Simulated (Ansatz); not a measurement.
Bi:

```
CELL_PARAMETERS angstrom
3.48860 -3.13258 0.00000
3.48860 3.13258 0.00000
-1.26023 0.00000 3.11355
ATOMIC_POSITIONS crystal
Bi 0.75306 0.75306 0.85738
Bi 0.24694 0.24694 0.14262
```

This isn't the form of Bi at room conditions, which is rhombohedral.

- Program: Ansatz 0.2.0
- Task: relaxation of cell and atoms
- Functional: HSEsol
- Potentials or basis: Ansatz PAW
- Cutoff: 420 eV (not typed: the program's choice for these potentials)
- k mesh: 3 × 3 × 5
- Occupations: fermi-dirac, width 0.05 eV
- Spin: no spin polarisation

At the start: volume 34.03 Å³/atom.

Problem. How do energy, volume and symmetry change on relaxing?

Solution. It ends after 7 steps and the volume is 32.22 Å³/atom (-5.3 %); space group C2/m (No. 12, to 0.05 Å).

Step by step:
```csv
step,energy change (eV),largest force (eV/Å),volume (Å³)
1,0.0000,0.4067,68.05
2,-0.1123,0.1059,62.68
3,-0.1237,0.0576,64.56
4,-0.1248,0.0203,64.51
5,-0.1249,0.0075,64.48
6,-0.1249,0.0002,64.44
7,-0.1242,0.0003,64.44
```

Final structure:
```
Bi
1.0
     3.43268   -3.05968   -0.12165
     3.43268    3.05968   -0.12165
    -1.34860    0.00000    3.11565
Bi
2
Direct
  0.76317 0.76317 0.88582
  0.23683 0.23683 0.11418
```

Caveat: the k mesh is coarse (spacing up to 0.47 Å⁻¹), so the values aren't converged, least of all with exact exchange; the plane-wave basis is chosen anew once the cell has moved, so the energies of steps on either side of that aren't comparable; the PAW data sets come from PBE, with cores solved anew for the run's functional, which leaves a small shift of forces and pressure.
